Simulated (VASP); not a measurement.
# BP in VASP: one cell, several levels of theory, part 2 of 2

VASP 6.6.1, plane waves, PAW. Earlier steps stand in the parts before.

### 3 r2SCAN

Contents of INCAR:

```
ENCUT = 520.000000
SIGMA = 0.010000
EDIFF = 1.00e-07
ALGO = Normal
METAGGA = R2SCAN
PREC = Accurate
IBRION = -1
ISIF = 2
ISMEAR = 0
NBANDS = 11
NELM = 120
NSW = 0
LASPH = .TRUE.
LCHARG = .TRUE.
LELF = .TRUE.
LWAVE = .FALSE.
LREAL = .FALSE.
```

Contents of KPOINTS:

```
KPOINTS created by Atomic Simulation Environment
0
Gamma
10 10 10
0 0 0
```

Contents of KPOINTS_OPT:

```
special points
7
Reciprocal
0.0000000000 0.0000000000 0.0000000000 1
-0.5000000000 -0.5000000000 0.0000000000 1
-0.3750000000 -0.3750000000 0.2500000000 1
-0.3750000000 0.0000000000 0.3750000000 1
0.0000000000 0.0000000000 0.5000000000 1
-0.5000000000 -0.2500000000 0.2500000000 1
0.0000000000 0.4348960000 0.4348960000 1
```

Contents of POSCAR:

```
B  P
 1.0000000000000000
     0.0000000000000000    2.1775830422000002    2.1775830422000002
     2.1775830422000002    0.0000000000000000    2.1775830422000002
     2.1775830422000002    2.1775830422000002    0.0000000000000000
 B   P
   1   1
Cartesian
  0.0000000000000000  0.0000000000000000  0.0000000000000000
  1.0887915211000003  1.0887915211000003  1.0887915211000003
```

Run with:

```sh
$ mpirun -np 1 vasp_std
```

Standard output, without the iteration lines:

```text
POSCAR found type information on POSCAR B P
 POSCAR found :  2 types and       2 ions
 -----------------------------------------------------------------------------
|                                                                             |
|                                                                             |
|     You enforced a specific xc type in the INCAR file but a different       |
|     I HOPE YOU KNOW WHAT YOU ARE DOING!                                     |
|                                                                             |
 -----------------------------------------------------------------------------

 LDA part: xc-table for (None), standard interpolation
 POSCAR, INCAR and KPOINTS ok, starting setup
 FFT: planning ... GRIDC
 FFT: planning ... GRID_SOFT
 FFT: planning ... GRID
 WAVECAR not read
 entering main loop
 Start KPOINTS_OPT (optional k-point list driver)
k-point batch [1-7\7]
```

OSZICAR:

```text
N       E                     dE             d eps       ncg     rms          rms(c)
DAV:   1     0.560759414041E+01    0.56076E+01   -0.44159E+03  1042   0.701E+02
DAV:   2    -0.185958817352E+02   -0.24203E+02   -0.23117E+02  1413   0.119E+02
DAV:   3    -0.191933319242E+02   -0.59745E+00   -0.59641E+00  1289   0.162E+01
DAV:   4    -0.191952056402E+02   -0.18737E-02   -0.18735E-02  1169   0.109E+00
DAV:   5    -0.191952138226E+02   -0.81824E-05   -0.81823E-05  1336   0.703E-02    0.943E+00
DAV:   6    -0.172042524302E+02    0.19910E+01   -0.13126E+00  1213   0.639E+00    0.561E+00
DAV:   7    -0.171242792557E+02    0.79973E-01   -0.31869E-01  1238   0.308E+00    0.158E+00
DAV:   8    -0.171205598287E+02    0.37194E-02   -0.18360E-02  1251   0.105E+00    0.207E-01
DAV:   9    -0.171208367411E+02   -0.27691E-03   -0.11514E-03  1211   0.229E-01    0.799E-02
DAV:  10    -0.171209005076E+02   -0.63767E-04   -0.10589E-04  1159   0.674E-02    0.221E-02
DAV:  11    -0.171208986392E+02    0.18684E-05   -0.15071E-05  1210   0.237E-02    0.130E-02
DAV:  12    -0.171208991245E+02   -0.48524E-06   -0.76066E-07  1278   0.644E-03    0.260E-03
DAV:  13    -0.171208993118E+02   -0.18738E-06   -0.20041E-07   682   0.246E-03    0.165E-03
DAV:  14    -0.171208992903E+02    0.21510E-07   -0.81538E-09   595   0.760E-04
   1 F= -.17120899E+02 E0= -.17120899E+02  d E =-.124519E-50
       N       E                     dE             ncg
DAV:   1     0.978444779102E+03   -0.19918E+04      154
DAV:   2     0.811169809201E+03   -0.16727E+03      224
DAV:   3     0.807699909034E+03   -0.34699E+01      196
DAV:   4     0.807689673155E+03   -0.10236E-01      186
DAV:   5     0.807689631395E+03   -0.41760E-04      198
DAV:   6     0.807689631169E+03   -0.22663E-06      197
DAV:   7     0.807689631167E+03   -0.11995E-08      195
```

OUTCAR, selected sections:

```text
k-points           NKPTS =     47   k-points in BZ     NKDIM =     47   number of bands    NBANDS=     11

   NELECT =       8.0000    total number of electrons

   dimension x,y,z NGX =    24 NGY =   24 NGZ =   24
   dimension x,y,z NGXF=    48 NGYF=   48 NGZF=   48

  energy-cutoff  :      520.00
  volume of cell :       20.65
      direct lattice vectors                 reciprocal lattice vectors
     0.000000000  2.177583042  2.177583042    -0.229612369  0.229612369  0.229612369
     2.177583042  0.000000000  2.177583042     0.229612369 -0.229612369  0.229612369
     2.177583042  2.177583042  0.000000000     0.229612369  0.229612369 -0.229612369

 k-points in reciprocal lattice and weights: KPOINTS created by Atomic Simulation Env
   0.00000000  0.00000000  0.00000000       0.001
   0.10000000  0.00000000  0.00000000       0.008
   0.20000000  0.00000000  0.00000000       0.008
   0.30000000  0.00000000  0.00000000       0.008
   0.40000000  0.00000000  0.00000000       0.008
   0.50000000  0.00000000  0.00000000       0.004
   0.10000000  0.10000000  0.00000000       0.006
   0.20000000  0.10000000  0.00000000       0.024
[... 39 more k-points ...]

 E-fermi :   9.0212

 k-point     1 :       0.0000    0.0000    0.0000
  band No.  band energies     occupation
      1      -8.5213      2.00000
      2       8.9182      2.00000
      3       8.9182      2.00000
      4       8.9182      2.00000
      5      12.7837      0.00000
      6      12.7837      0.00000
      7      12.7837      0.00000
      8      18.9717      0.00000
      9      21.9347      0.00000
     10      21.9347      0.00000
     11      22.3490      0.00000

 k-point     2 :       0.1000    0.0000    0.0000
  band No.  band energies     occupation
      1      -8.3125      2.00000
      2       7.4513      2.00000
      3       8.5751      2.00000
      4       8.5751      2.00000
      5      13.2635      0.00000
      6      13.2635      0.00000
      7      13.3940      0.00000
      8      19.3690      0.00000
      9      21.1803      0.00000
     10      21.1803      0.00000
     11      23.0131      0.00000

 k-point     3 :       0.2000    0.0000    0.0000
  band No.  band energies     occupation
      1      -7.6923      2.00000
      2       4.7935      2.00000
      3       7.9312      2.00000
      4       7.9312      2.00000
      5      13.8631      0.00000
      6      14.0729      0.00000
      7      14.0729      0.00000
      8      20.1836      0.00000
      9      20.5374      0.00000
     10      20.5374      0.00000
     11      23.9197      0.00000

 k-point     4 :       0.3000    0.0000    0.0000
  band No.  band energies     occupation
      1      -6.6879      2.00000
      2       2.0882      2.00000
      3       7.3737      2.00000
      4       7.3737      2.00000
      5      13.9303      0.00000
      6      14.3371      0.00000
      7      14.3371      0.00000
      8      20.5704      0.00000
      9      21.3343      0.00000
     10      21.3343      0.00000
     11      24.4142      0.00000

 k-point     5 :       0.4000    0.0000    0.0000
  band No.  band energies     occupation
      1      -5.4048      2.00000
      2      -0.2766      2.00000
      3       7.0230      2.00000
      4       7.0230      2.00000
      5      13.8889      0.00000
      6      14.1475      0.00000
      7      14.1475      0.00000
      8      20.4254      0.00000
      9      23.4255      0.00000
     10      23.4255      0.00000
     11      25.5016      0.00000

 k-point     6 :       0.5000    0.0000    0.0000
  band No.  band energies     occupation
      1      -4.5192      2.00000
      2      -1.5310      2.00000
      3       6.9052      2.00000
      4       6.9052      2.00000
      5      13.8656      0.00000
      6      14.0247      0.00000
      7      14.0247      0.00000
      8      20.3094      0.00000
      9      25.2728      0.00000
     10      25.2728      0.00000
     11      26.2030      0.00000

 k-point     7 :       0.1000    0.1000    0.0000
  band No.  band energies     occupation
      1      -8.2428      2.00000
      2       7.9161      2.00000
      3       7.9161      2.00000
      4       8.1337      2.00000
      5      12.2914      0.00000
      6      14.1079      0.00000
      7      14.1079      0.00000
      8      18.6636      0.00000
      9      20.7901      0.00000
     10      22.2365      0.00000
     11      23.2683      0.00000

 k-point     8 :       0.2000    0.1000    0.0000
  band No.  band energies     occupation
      1      -7.7591      2.00000
      2       5.7317      2.00000
      3       7.1823      2.00000
      4       7.8294      2.00000
      5      12.4838      0.00000
      6      14.9596      0.00000
      7      15.1583      0.00000
      8      17.6596      0.00000
      9      21.4970      0.00000
     10      22.0711      0.00000
     11      24.4195      0.00000

 k-point     9 :       0.3000    0.1000    0.0000
  band No.  band energies     occupation
      1      -6.8797      2.00000
      2       3.0713      2.00000
      3       6.6537      2.00000
      4       7.1668      2.00000
      5      13.0341      0.00000
      6      15.2187      0.00000
      7      15.5953      0.00000
      8      17.6738      0.00000
      9      22.3759      0.00000
     10      22.5456      0.00000
     11      24.9132      0.00000

 k-point    10 :       0.4000    0.1000    0.0000
  band No.  band energies     occupation
      1      -5.6689      2.00000
      2       0.5895      2.00000
      3       6.4155      2.00000
      4       6.5021      2.00000
      5      13.1702      0.00000
      6      15.1674      0.00000
      7      15.2987      0.00000
      8      19.0932      0.00000
      9      22.5649      0.00000
     10      24.2883      0.00000
     11      25.8688      0.00000

 k-point    11 :       0.5000    0.1000    0.0000
  band No.  band energies     occupation
      1      -4.4800      2.00000
      2      -1.1987      2.00000
      3       6.0062      2.00000
      4       6.4796      2.00000
      5      13.2668      0.00000
      6      14.8510      0.00000
      7      15.0940      0.00000
      8      20.5875      0.00000
      9      23.1327      0.00000
     10      25.2608      0.00000
     11      26.5449      0.00000

 k-point    12 :      -0.4000    0.1000    0.0000
  band No.  band energies     occupation
      1      -4.8115      2.00000
      2      -0.7443      2.00000
      3       5.7554      2.00000
      4       6.8224      2.00000
      5      13.5901      0.00000
      6      14.5752      0.00000
      7      15.0940      0.00000
      8      20.8133      0.00000
      9      22.8181      0.00000
     10      23.9299      0.00000
     11      26.4786      0.00000

 k-point    13 :      -0.3000    0.1000    0.0000
  band No.  band energies     occupation
      1      -6.1019      2.00000
      2       1.3817      2.00000
      3       5.7949      2.00000
      4       7.3907      2.00000
      5      14.0460      0.00000
      6      14.4290      0.00000
      7      15.1777      0.00000
      8      20.0293      0.00000
      9      20.4624      0.00000
     10      23.6263      0.00000
     11      25.9604      0.00000

 k-point    14 :      -0.2000    0.1000    0.0000
  band No.  band energies     occupation
      1      -7.2156      2.00000
      2       3.9613      2.00000
      3       6.1517      2.00000
      4       8.0793      2.00000
      5      14.0222      0.00000
      6      14.2598      0.00000
      7      15.1193      0.00000
      8      19.1458      0.00000
      9      19.3520      0.00000
     10      23.2387      0.00000
     11      24.9611      0.00000

 k-point    15 :      -0.1000    0.1000    0.0000
  band No.  band energies     occupation
      1      -7.9663      2.00000
      2       6.4069      2.00000
      3       6.9758      2.00000
      4       8.6326      2.00000
      5      13.3238      0.00000
      6      13.8509      0.00000
      7      14.4642      0.00000
      8      19.2431      0.00000
      9      19.8097      0.00000
     10      22.0962      0.00000
     11      23.9798      0.00000

 k-point    16 :       0.2000    0.2000    0.0000
  band No.  band energies     occupation
      1      -7.4138      2.00000
      2       6.1946      2.00000
      3       6.3784      2.00000
      4       6.3784      2.00000
      5      11.3569      0.00000
      6      15.6846      0.00000
      7      16.5746      0.00000
      8      16.5746      0.00000
      9      22.5108      0.00000
     10      23.1296      0.00000
     11      25.5824      0.00000

[... the tables of k-points 17 to 47 left out ...]

  Total        3.2690066      3.2690066      3.2690066      0.0000000      0.0000000     -0.0000000
  in kB      253.6134080    253.6134080    253.6134080      0.0000000      0.0000000     -0.0000000
  external PRESSURE =     253.6134080 kB  Pullay stress =       0.0000000 kB

 POSITION                                       TOTAL-FORCE (eV/Angst)
 -----------------------------------------------------------------------------------
      0.00000      0.00000      0.00000         0.000000      0.000000      0.000000
      1.08879      1.08879      1.08879        -0.000000     -0.000000     -0.000000
 -----------------------------------------------------------------------------------
    total drift:                               -0.000000     -0.000000     -0.000000

  FREE ENERGIE OF THE ION-ELECTRON SYSTEM (eV)
  ---------------------------------------------------
  free  energy   TOTEN  =       -17.1208992903 eV

  energy  without entropy=      -17.1208992903  energy(sigma->0) =      -17.12089929
```

Hardware: 1 MPI rank of Intel Xeon Platinum 8488C, shared host.

The levels at the points of KPOINTS_OPT are read from vasprun.xml.

Levels at the named points, in eV from the top of band v (v: the last filled band by count, c: the next):

```
point    v−1      v     c   c+1
    Γ   0.00   0.00  3.87  3.87
    X  -4.81  -4.81  1.28  1.81
    U  -7.34  -4.10  2.28  6.75
    K  -7.34  -4.10  2.28  6.75
    L  -2.01  -2.01  4.95  5.11
    W  -6.67  -6.49  5.76  7.52
```

Gap with r2SCAN: 1.25 eV, valence top at Γ, conduction bottom at (0.00, 0.43, 0.43). Least direct gap: 3.87 eV. Pressure: 25.36 GPa; the forces vanish within 0.01 eV/Å.

The maps below are laid out on this run's own conventional cell (a, b, c = 4.355, 4.355, 4.355 Å).

Density in a lattice plane of the grid's cell (edges 4.36 and 4.36 Å, at 0.000 of the third edge), which holds B.

Ten even steps from ' ' (0.06 e/Å³) to '@' (0.74 e/Å³):
```
**%%@@@@##++==::..              ..::==++##@@@@##
@@@@@@@@##++==::....          ....::==++##@@@@@@
%%%%%%##**++==--::..............::--==++**##%%%%
******++++++==----::::::::::::::----==++++++****
----==================------==================--
::::::::----==++++++**********++++++==----::::::
........::--==++**##%%%%%%%%%%##**++==--::......
      ....::==++##@@@@@@@@@@@@@@##++==::....    
        ..::==++##@@@@%%**##@@@@##++==::..      
        ..::--++##@@%%**--**@@@@##++--::..      
        ..::==++##@@@@##**%%@@@@##++==::..      
      ....::==++##@@@@@@@@@@@@@@##++==::....    
........::--==++**##%%%%%%%%%%##**++==--::......
::::::::----==++++++**********++++++==----::::::
----==================------==================--
******++++++==----::::::::::::::----==++++++****
%%%%%%##**++==--::..............::--==++**##%%%%
@@@@@@@@##++==::....          ....::==++##@@@@@@
**##@@@@##++==::..              ..::==++##@@@@%%
--**@@@@##++--::..              ..::--++##@@%%**
```
Columns run along the first of these edges and rows up along the second, over one cell in 24 and 20 even steps from the bottom left corner. Atoms in the plane (fractional): B at (0.00, 0.00), B at (0.50, 0.50).

ELF in the same plane.

Ten even steps from '0' (0.01) to '9' (0.76):
```
014788642100000124688741
357999753210001235799974
779999764322112346799997
789998765544344556789998
667777777776667777777776
344556789988788998765544
112346799997779999764321
001235799975357999753210
000124688741014788642100
000124677520002577642100
000124688741014788642100
001235799974357999753210
112346799997779999764322
344556789998789998765544
667777777776667777777776
788998765544344556789988
779999764321112346799997
357999753210001235799975
014788642100000124688741
002577642100000124677520
```
Columns run along the first of these edges and rows up along the second, over one cell in 24 and 20 even steps from the bottom left corner. Atoms in the plane (fractional): B at (0.00, 0.00), B at (0.50, 0.50).

Both are smooth fields of the valence electrons: close to the nuclei they are not physical.

Maxima of ELF outside the ion cores: 0.96 on the P–B line, 0.9 Å from P.

### 4 Summary

What follows sums up all 2 parts.

```
 level  gap (eV)  pressure (GPa)  Ansatz: gap (eV)  Ansatz: pressure (GPa)
   PBE      1.04           26.59              1.05                   26.96
r2SCAN      1.25           25.36              1.22                   26.04
```

The gap runs from 1.04 eV (PBE) to 1.25 eV (r2SCAN). At this one volume the pressure spans 25.4 GPa (r2SCAN) to 26.6 GPa (PBE): PBE wants the largest cell and r2SCAN the smallest. The two programs agree on the gap within 0.04 eV, far less than the spread between functionals. The two codes have different PAW datasets and cutoffs.
